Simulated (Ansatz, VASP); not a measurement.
## One calculation of Hf, two programs

Contents of INCAR:

```
PREC = Accurate
ENCUT = 520
EDIFF = 1E-6
ISMEAR = 0
SIGMA = 0.05
LREAL = F
LASPH = T
NELM = 80
ALGO = Normal
ISIF = 2
LWAVE = F
LCHARG = F
GGA = PS
NBANDS = 11
```

File KPOINTS:

```
Automatic mesh
0
Gamma
  18 18 18
```

File POSCAR:

```
Hf
1.0
   -1.8050000000      1.8050000000      1.8050000000
    1.8050000000     -1.8050000000      1.8050000000
    1.8050000000      1.8050000000     -1.8050000000
Hf
1
Direct
    0.0000000000      0.0000000000      0.0000000000
```

Input for Ansatz:

```yaml
crystal:
  lattice:
    - [-1.805, 1.805, 1.805]
    - [1.805, -1.805, 1.805]
    - [1.805, 1.805, -1.805]
  atoms:
    - { symbol: Hf, position: [0.0, 0.0, 0.0] }
basis:
  ecutwfc: 420
  ecutrho_ratio: 4
kpoints:
  mp_grid: { grid: [18, 18, 18] }
hamiltonian:
  xc: pbesol
scf:
  occupations: { method: gaussian, width: 0.05 }
output:
  forces: true
  stress: true
  eigenvalues: true
```

This isn't the form of Hf at room conditions, which is hcp.

Alike in both runs: task single point; functional PBEsol; k mesh 18 × 18 × 18; occupations gaussian, width 0.05 eV; no spin polarisation.

|  | VASP | Ansatz |
| --- | --- | --- |
| version | VASP 6.6.1 | Ansatz 0.2.0 |
| potentials or method | VASP PAW PBE potentials, release 64 (Hf_pv) | scalar-relativistic, plane waves, PAW |
| plane-wave cutoff (eV) | 520 | 420 |
| valence electrons in the cell | 10 | 26 |

Ansatz gave:

* gap on the k mesh at the Fermi level (eV): none
* pressure (GPa): -9.0

Task: Estimate VASP's values.

Result: gap on the k mesh at the Fermi level (eV): none; pressure (GPa): -9.4.

A gap of «none» marks a metal or a gap that the smearing closes. The functional is the same, so the differences come from potentials, cutoffs and numerics. The two sets of potentials don't hold the same shells in valence.

Caveats: the PAW data sets were made with another functional, which shifts forces and pressure a little (VASP). The runs have no spin-orbit coupling, so splittings on Hf are missing.
